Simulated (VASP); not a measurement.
# HfO2 (Pnma) in VASP: notebook

Runs on HfO2. Level: LDA. Tasks: optical spectrum, density of states, electric field gradients, core levels, band structure.

Everything below comes from runs of VASP 6.6.1. Logs are shortened: lines on timing, memory, paths and dates and some standing lists are left out, and cuts for length are marked.

**1. The crystal as given**

The structure is orthorhombic, space group Pnma (No. 62). Conventional cell: a = 5.556 Å, b = 3.334 Å, c = 6.505 Å, α = 90.00°, β = 90.00°, γ = 90.00°. Hf (site symmetry m) is surrounded by 7 O at 2.14 to 2.27 Å. O (site symmetry m) has 4 Hf at 2.14 to 2.17 Å as nearest neighbours. Around O (site symmetry m) lie 3 Hf at 2.16 to 2.27 Å.

Measurements of this composition are mostly on another form, of space group No. 14.

**2. Optical spectrum, LDA**

The input, INCAR:

```
ALGO = Normal ; CSHIFT = 0.05
EDIFF = 1E-6 ; ENCUT = 520
ISIF = 2 ; ISMEAR = 0
LASPH = T ; LCHARG = F
LOPTICS = T ; LREAL = F
LWAVE = F ; NBANDS = 92
NEDOS = 2000 ; NELM = 60
PREC = Accurate ; SIGMA = 0.02
```

The input, KPOINTS:

```
k-points
0
Gamma
  4 6 3
```

The input, POSCAR:

```
HfO2
1.0
    5.5563950000      0.0000000000      0.0000000000
    0.0000000000      3.3335970000      0.0000000000
    0.0000000000      0.0000000000      6.5049950000
Hf O
4 8
Direct
    0.7486820000      0.7500000000      0.6078710000
    0.2513180000      0.2500000000      0.3921290000
    0.2486820000      0.7500000000      0.8921290000
    0.7513180000      0.2500000000      0.1078710000
    0.6394990000      0.2500000000      0.4234000000
    0.3605010000      0.7500000000      0.5766000000
    0.1394990000      0.2500000000      0.0766000000
    0.8605010000      0.7500000000      0.9234000000
    0.5207940000      0.2500000000      0.8414530000
    0.4792060000      0.7500000000      0.1585470000
    0.0207940000      0.2500000000      0.6585470000
    0.9792060000      0.7500000000      0.3414530000
```

Potentials or basis: VASP PAW LDA potentials, release 64 (Hf_pv, O).

On the command line:

```
$ cat potpaw_LDA.64/Hf_pv/POTCAR potpaw_LDA.64/O/POTCAR > POTCAR
$ mpirun -np 1 vasp_std > vasp.out
```

OUTCAR:

```text
EDIFF = 1E-6
   ENCUT = 520
   ISIF = 2
   ISMEAR = 0
   LASPH = T
   LREAL = F
   NELM = 60
   PREC = Accurate

 ion  position               nearest neighbor table
   1  0.749  0.750  0.608-   5 2.14   5 2.14   8 2.14  12 2.16   6 2.17  11 2.27  11 2.27   9 2.59
                             9 2.59   3 3.34   3 3.34   2 3.52   2 3.52   2 3.54   2 3.54   4 3.65
   2  0.251  0.250  0.392-   6 2.14   6 2.14   7 2.14  11 2.16   5 2.17  12 2.27  12 2.27  10 2.59
                            10 2.59   4 3.34   4 3.34   1 3.52   1 3.52   1 3.54   1 3.54   3 3.65
   3  0.249  0.750  0.892-   7 2.14   7 2.14   6 2.14  10 2.16   8 2.17   9 2.27   9 2.27  11 2.59
                            11 2.59   1 3.34   1 3.34   4 3.52   4 3.52   4 3.54   4 3.54   2 3.65
   4  0.751  0.250  0.108-   8 2.14   8 2.14   5 2.14   9 2.16   7 2.17  10 2.27  10 2.27  12 2.59
                            12 2.59   2 3.34   2 3.34   3 3.52   3 3.52   3 3.54   3 3.54   1 3.65
   5  0.639  0.250  0.423-   1 2.14   1 2.14   4 2.14   2 2.17
   6  0.361  0.750  0.577-   2 2.14   2 2.14   3 2.14   1 2.17
   7  0.139  0.250  0.077-   3 2.14   3 2.14   2 2.14   4 2.17
   8  0.861  0.750  0.923-   4 2.14   4 2.14   1 2.14   3 2.17
   9  0.521  0.250  0.841-   4 2.16   3 2.27   3 2.27   1 2.59   1 2.59
  10  0.479  0.750  0.159-   3 2.16   4 2.27   4 2.27   2 2.59   2 2.59
  11  0.021  0.250  0.659-   2 2.16   1 2.27   1 2.27   3 2.59   3 2.59
  12  0.979  0.750  0.341-   1 2.16   2 2.27   2 2.27   4 2.59   4 2.59

  LATTYP: Found a simple orthorhombic cell.
 ALAT       =     3.3335970000
 B/A-ratio  =     1.6667866572
 C/A-ratio  =     1.9513441487

  Lattice vectors:

 A1 = (   0.0000000000,  -3.3335970000,   0.0000000000)
 A2 = (   5.5563950000,   0.0000000000,   0.0000000000)
 A3 = (   0.0000000000,   0.0000000000,   6.5049950000)

Analysis of symmetry for initial positions (statically):
=====================================================================
 Subroutine PRICEL returns:
 Original cell was already a primitive cell.

 Routine SETGRP: Setting up the symmetry group for a
 simple orthorhombic supercell.

 Subroutine GETGRP returns: Found  8 space group operations
 (whereof  2 operations were pure point group operations)
 out of a pool of  8 trial point group operations.

The static configuration has the point symmetry S_2 .
 The point group associated with its full space group is D_2h.

Analysis of symmetry for dynamics (positions and initial velocities):
=====================================================================
 Subroutine PRICEL returns:
 Original cell was already a primitive cell.

 Routine SETGRP: Setting up the symmetry group for a
 simple orthorhombic supercell.

 Subroutine GETGRP returns: Found  8 space group operations
 (whereof  2 operations were pure point group operations)
 out of a pool of  8 trial point group operations.

The dynamic configuration has the point symmetry S_2 .
 The point group associated with its full space group is D_2h.

 Subroutine INISYM returns: Found  8 space group operations
 (whereof  2 operations are pure point group operations),
 and found     1 'primitive' translations

----------------------------------------------------------------------------------------

                                     Primitive cell

  volume of cell :     120.4906

  direct lattice vectors                    reciprocal lattice vectors
[... 144 lines left out ...]

 number of electron      88.0000010 magnetization

 Free energy of the ion-electron system (eV)
  ---------------------------------------------------
  ext. energy  EPLUGINS =         0.00000000
  ---------------------------------------------------
  free energy    TOTEN  =      -131.77997301 eV

  energy without entropy =     -131.77997301  energy(sigma->0) =     -131.77997301

 E-fermi :   4.6281     XC(G=0): -12.9046

 val. band max:        4.5439513877   @ k =   0.0000   0.0000   0.0000
 cond. band min:       7.7958761072   @ k =   0.0000   0.0000   0.0000
 fundamental gap:      3.2519247195
 Fermi energy:         4.6280775038

 k-point     1 :       0.0000    0.0000    0.0000
  band No.  band energies     occupation
      1     -25.2153      2.00000
      2     -25.0669      2.00000
      3     -25.0060      2.00000
      4     -24.8977      2.00000
      5     -24.8230      2.00000
      6     -24.7665      2.00000
[... 1405 lines left out ...]
     55      11.8370      0.00000
     56      11.8370      0.00000
 [bands above 56 left out]

------------------------ aborting loop because EDIFF is reached ----------------------------------------

  FORCE on cell =-STRESS in cart. coord.  units (eV):
  Direction    XX          YY          ZZ          XY          YZ          ZX
  --------------------------------------------------------------------------------------
  -------------------------------------------------------------------------------------
  Total      -11.9018889    -12.0289480    -11.9675700      0.0000000      0.0000000      0.0000000
  in kB     -158.2607795   -159.9502986   -159.1341476      0.0000000      0.0000000      0.0000000
  external PRESSURE =    -159.1150752 kB  Pullay stress =       0.0000000 kB

 VOLUME and BASIS-vectors are now :
 -----------------------------------------------------------------------------
  energy-cutoff  :      520.00
  volume of cell :      120.49
      direct lattice vectors                 reciprocal lattice vectors
     5.556395000  0.000000000  0.000000000     0.179972806  0.000000000  0.000000000
     0.000000000  3.333597000  0.000000000     0.000000000  0.299976272  0.000000000
     0.000000000  0.000000000  6.504995000     0.000000000  0.000000000  0.153728020

 POSITION                                       TOTAL-FORCE (eV/Angst)
 -----------------------------------------------------------------------------------
      4.15997      2.50020      3.95420        -0.016948     -0.000000     -0.088680
      1.39642      0.83340      2.55080         0.016948      0.000000      0.088680
      1.38178      2.50020      5.80329        -0.016948      0.000000      0.088680
      4.17462      0.83340      0.70170         0.016948     -0.000000     -0.088680
      3.55331      0.83340      2.75421        -0.031013      0.000000      0.021717
      2.00309      2.50020      3.75078         0.031013     -0.000000     -0.021717
      0.77511      0.83340      0.49828        -0.031013     -0.000000     -0.021717
      4.78128      2.50020      6.00671         0.031013      0.000000      0.021717
      2.89374      0.83340      5.47365        -0.024109      0.000000      0.174914
      2.66266      2.50020      1.03135         0.024109     -0.000000     -0.174914
      0.11554      0.83340      4.28384        -0.024109      0.000000     -0.174914
      5.44086      2.50020      2.22115         0.024109      0.000000      0.174914
 -----------------------------------------------------------------------------------
    total drift:                                0.000000      0.000000      0.000000

  FREE ENERGIE OF THE ION-ELECTRON SYSTEM (eV)
  ---------------------------------------------------
  free  energy   TOTEN  =      -131.7799730098 eV

  energy  without entropy=     -131.7799730098  energy(sigma->0) =     -131.77997301

 electrical conductivity sigma (Mega S m-1) (frequency dependency in vasprun.xml)
  --------------------------------------------------------------------------------------
       0.000      -0.000       0.000
      -0.000       0.000       0.000
       0.000       0.000       0.000

  frequency dependent IMAGINARY DIELECTRIC FUNCTION (independent particle, no local field effects) density-density
     E(ev)      X         Y         Z        XY        YZ        ZX
  --------------------------------------------------------------------------------------------------------------
     0.00000     0.00000     0.00000     0.00000     0.00000     0.00000     0.00000
     0.64075     0.00502     0.00462     0.00490    -0.00000     0.00000     0.00000
     1.28150     0.01061     0.00973     0.01035    -0.00000     0.00000     0.00000
     1.92225     0.01758     0.01603     0.01711    -0.00000     0.00000     0.00000
     2.56300     0.02742     0.02471     0.02658    -0.00000     0.00000     0.00000
     3.20375     0.04402     0.03871     0.04236    -0.00000     0.00000     0.00000
[... 92 lines left out ...]
    62.79347     0.00056     0.00055     0.00056    -0.00000     0.00000     0.00000
    63.43422     0.00053     0.00052     0.00054    -0.00000     0.00000     0.00000

  frequency dependent      REAL DIELECTRIC FUNCTION (independent particle, no local field effects) density-density
     E(ev)        X           Y           Z          XY          YZ          ZX
  --------------------------------------------------------------------------------------------------------------
     0.00000     5.86825     5.68688     5.83083    -0.00000     0.00000     0.00000
     0.64075     5.90010     5.71620     5.86192    -0.00000     0.00000     0.00000
     1.28150     5.99922     5.80730     5.95863    -0.00000     0.00000     0.00000
     1.92225     6.17775     5.97059     6.13254    -0.00000     0.00000     0.00000
     2.56300     6.46168     6.22801     6.40831    -0.00000     0.00000     0.00000
     3.20375     6.90784     6.62556     6.83911    -0.00000     0.00000     0.00000
[... 92 lines left out ...]
    62.79347     0.74312     0.74596     0.74151     0.00000     0.00000     0.00000
    63.43422     0.75011     0.75284     0.74855     0.00000     0.00000     0.00000

  frequency dependent IMAGINARY DIELECTRIC FUNCTION (independent particle, no local field effects) current-current
     E(ev)      X         Y         Z        XY        YZ        ZX
  --------------------------------------------------------------------------------------------------------------
     0.00000    15.19572    14.62958    15.07889     0.00000     0.00000     0.00000
     0.64075     0.76975     0.74065     0.76367     0.00000     0.00000     0.00000
     1.28150     0.40071     0.38486     0.39728     0.00000     0.00000     0.00000
     1.92225     0.28694     0.27461     0.28411     0.00000     0.00000     0.00000
     2.56300     0.24052     0.22869     0.23759     0.00000     0.00000     0.00000
     3.20375     0.22842     0.21430     0.22462     0.00000     0.00000     0.00000
[... 92 lines left out ...]
    62.79347     0.00015     0.00015     0.00015    -0.00000     0.00000     0.00000
    63.43422     0.00014     0.00013     0.00014    -0.00000     0.00000     0.00000

  frequency dependent      REAL DIELECTRIC FUNCTION (independent particle, no local field effects) current-current
     E(ev)        X           Y           Z          XY          YZ          ZX
  --------------------------------------------------------------------------------------------------------------
     0.00000     5.86748     5.68617     5.83007     0.00000     0.00000     0.00000
     0.64075     5.89923     5.71541     5.86107     0.00000     0.00000     0.00000
     1.28150     5.99832     5.80647     5.95774     0.00000     0.00000     0.00000
     1.92225     6.17675     5.96968     6.13156     0.00000     0.00000     0.00000
     2.56300     6.46053     6.22698     6.40718     0.00000     0.00000     0.00000
     3.20375     6.90640     6.62429     6.83771     0.00000     0.00000     0.00000
[... 92 lines left out ...]
    62.79347     0.74313     0.74596     0.74151     0.00000     0.00000     0.00000
    63.43422     0.75011     0.75284     0.74855     0.00000     0.00000     0.00000
```

It took 3.1 min on 1 thread of AMD EPYC 9R45 (Zen 5), shared host; peak memory 0.5 GiB.

Results:

```
Free energy            : -131.7800 eV
Pressure               : -15.9 GPa
Largest force          : 0.177 eV/Å
Band gap on the k mesh : 3.25 eV, direct
```

Forces on the atoms (eV/Å):
```
Hf  -0.017  0.000 -0.089
Hf   0.017  0.000  0.089
Hf  -0.017  0.000  0.089
Hf   0.017  0.000 -0.089
O   -0.031  0.000  0.022
O    0.031  0.000 -0.022
O   -0.031  0.000 -0.022
O    0.031  0.000  0.022
O   -0.024  0.000  0.175
O    0.024  0.000 -0.175
O   -0.024  0.000 -0.175
O    0.024  0.000  0.175
```

Stress tensor (GPa, compression positive):
```
-15.83   0.00   0.00
  0.00 -16.00   0.00
  0.00   0.00 -15.91
```

Dielectric function (mean over the directions given):
```
energy (eV)  real part  imaginary part
       0.29       5.80            0.00
       0.96       5.87            0.01
       1.63       6.01            0.01
       2.31       6.24            0.02
       2.98       6.62            0.04
       3.65       7.25            0.08
       4.33       8.41            0.27
       5.00      10.46            2.07
       5.67      11.64            4.36
       6.34       9.19            7.26
       7.02       6.84            8.39
       7.69       4.47            9.37
       8.36       3.48           10.65
       9.03      -0.68           11.02
       9.71      -2.82            7.54
      10.48      -2.64            4.77
      11.15      -2.92            3.72
      11.82      -2.13            2.15
      12.49      -1.37            1.55
      13.17      -0.85            1.50
      13.84      -0.26            1.22
      14.51      -0.25            1.06
      15.19       0.34            0.84
      15.86       0.26            1.24
      16.53       0.57            1.11
      17.20       0.79            1.24
      17.88       0.81            1.27
      18.55       0.80            1.21
      19.22       1.02            1.66
      19.99       0.78            1.65
```

Caveat: spectra need much finer meshes, so this one isn't converged; independent-particle spectra lack excitons; so large a pressure means that the cell lies far from this level's equilibrium, or that cutoff or potentials fall short; spin-orbit coupling is left out, which moves the levels of the heavy elements; an odd mesh through Γ misses points on the zone boundary, where band edges often lie.

[end of part 1 of 3]
